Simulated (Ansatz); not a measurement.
# InSb: energy along a strain

InSb, F-43m, a = 6.478 Å (as given, not relaxed at this level: -0.6 GPa). Ansatz: LDA, PAW, 420 eV, Γ-centred 12×12×12 mesh on 2 atoms, Gaussian smearing 0.15 eV; no spin polarisation. Cell vectors (Å): 0.000 3.239 3.239; 3.239 0.000 3.239; 3.239 3.239 0.000. The cell is strained by x per cent times the pattern (0 0 1 0 0 0) in the order xx yy zz yz xz xy (engineering shears), with fractional coordinates held. y is the free energy over the start, V0 = 33.984 Å³/atom.

| x (%) | y (meV/atom) |
| --- | --- |
| -4.00 | ? |
| -3.00 | 2.41 |
| -2.00 | 0.21 |
| 0.00 | 0.00 |
| 1.00 | 1.93 |
| 3.00 | 9.67 |
| 4.00 | 15.41 |

Q: Fit y = c1 x + c2 x² + c3 x³ to the other rows, get the stiffness along the pattern, and predict the missing energy.

A: Least squares on the rows shown. y = 1.2628 x + 0.67114 x² − 0.0059163 x³. The clamped-ion stiffness p·C·p = 2 × 6.711 eV × 160.2 / 33.984 Å³ = 63 GPa, which is C33 in these axes (C11 of the cubic crystal) (second derivative at the start, which stands under stress). At x = -4.00 the fit asked for gives 6.07 meV/atom. The run gave 6.07 meV/atom, the same to the digits shown.